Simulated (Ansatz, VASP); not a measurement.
**Two plane-wave programs on GaSb**

Contents of INCAR:

```
SYSTEM = GaSb
ALGO = Normal
EDIFF = 1E-6
ENCUT = 520
ISIF = 2
ISMEAR = -1
LASPH = .True.
LCHARG = .False.
LREAL = .False.
LWAVE = .False.
NBANDS = 16
NELM = 60
PREC = Accurate
SIGMA = 0.02
```

File KPOINTS:

```
k-points
0
Gamma
  8 8 8
  0 0 0
```

File POSCAR:

```
GaSb
1.0
    0.0000000000      3.0658788003      3.0658788003
    3.0658788003      0.0000000000      3.0658788003
    3.0658788003      3.0658788003      0.0000000000
Ga Sb
1 1
Direct
    0.0000000000      0.0000000000      0.0000000000
    0.2500000000      0.2500000000      0.2500000000
```

Input for Ansatz:

```yaml
crystal:
  lattice:
    - [0.0, 3.0658788003, 3.0658788003]
    - [3.0658788003, 0.0, 3.0658788003]
    - [3.0658788003, 3.0658788003, 0.0]
  atoms:
    - { symbol: Ga, position: [0.0, 0.0, 0.0] }
    - { symbol: Sb, position: [0.25, 0.25, 0.25] }
kpoints:
  mp_grid: { grid: [8, 8, 8] }
  band_path:
    path:
      - [0.0, 0.0, 0.0]
      - [-0.5, -0.5, 0.0]
      - [-0.375, -0.375, 0.25]
      - [-0.375, 0.0, 0.375]
      - [0.0, 0.0, 0.5]
      - [-0.5, -0.25, 0.25]
    npoints: 1
hamiltonian:
  xc: lda
scf:
  occupations: { method: fermi_dirac, width: 0.02 }
  n_extra_bands: 4
output:
  forces: true
  stress: true
  eigenvalues: true
```

Alike in both runs: task single point; functional LDA; k mesh 8 × 8 × 8; occupations fermi-dirac, width 0.02 eV; no spin polarisation.

```csv
,VASP,Ansatz
version,VASP 6.6.1,Ansatz 0.2.0
potentials or method,"VASP PAW LDA potentials, release 64 (Ga_d, Sb)","plane waves, PAW"
plane-wave cutoff (eV),520,420
valence electrons in the cell,18,28
```

Ansatz gave:

| Property | Result |
| --- | --- |
| pressure (GPa) | -2.0 |

Question: What did VASP give for the same quantities?

Answer: Pressure (GPa): -1.9.

The two sets of potentials don't hold the same shells in valence.

The runs have no spin-orbit coupling, so splittings on Sb are missing.
